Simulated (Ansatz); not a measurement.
Write the native input for Ansatz 0.2.0 that does the following.

```
Task                    : single point
Functional              : HSE06 form with a typed share of exact exchange
Potentials or basis     : Ansatz PAW
Cutoff                  : 420 eV (not typed: the program's choice for these potentials)
k mesh                  : 4 × 4 × 4
Occupations             : fermi-dirac, width 0.05 eV
Spin                    : no spin polarisation
Screening (1/Å)         : 0.6
Share of exact exchange : 0.25
```

Crystal: Si.

```
Si
1.0
    -3.32544    3.32544    1.92239
     3.32544   -3.32544    1.92239
     3.32544    3.32544   -1.92239
Si
4
Direct
  0.82120 0.17880 0.00000
  0.17880 0.82120 0.00000
  0.82120 0.82120 0.64240
  0.17880 0.17880 0.35760
```

This isn't the form of Si at room conditions, which is diamond.

The input as run:

input

```
crystal:
  lattice:
    - [-3.32544429, 3.32544429, 1.92238566]
    - [3.32544429, -3.32544429, 1.92238566]
    - [3.32544429, 3.32544429, -1.92238566]
  atoms:
    - { symbol: Si, position: [0.82119894, 0.17880106, 0.0] }
    - { symbol: Si, position: [0.17880106, 0.82119894, 0.0] }
    - { symbol: Si, position: [0.82119894, 0.82119894, 0.64239788] }
    - { symbol: Si, position: [0.17880106, 0.17880106, 0.35760212] }
hamiltonian:
  xc: { exchange: pbe, correlation: pbe, exx: { coeff: 0.25, omega: 0.6 } }
  pseudopotentials: { kind: paw }
kpoints:
  mp_grid: { grid: [4, 4, 4] }
scf:
  occupations: { method: fermi_dirac, width: 0.05 }
output:
  forces: true
  stress: true
  eigenvalues: true
```

Results of the run:

The pressure is 0.8 GPa. The largest force is 0.023 eV/Å and the band gap on the k mesh is 0.42 eV, indirect (least direct gap 0.54 eV).

Caveat: the k mesh is coarse (spacing up to 0.47 Å⁻¹), so the values aren't converged, least of all with exact exchange; the PAW data sets come from PBE, with cores solved anew for the run's functional, which leaves a small shift of forces and pressure; the thresholds are loose for stress.

It took 7.8 s on 1 × NVIDIA H100 80GB HBM3 with 2 threads of AMD EPYC 7R13 Processor (Zen 3) (shared host), peak memory 1.5 GiB.
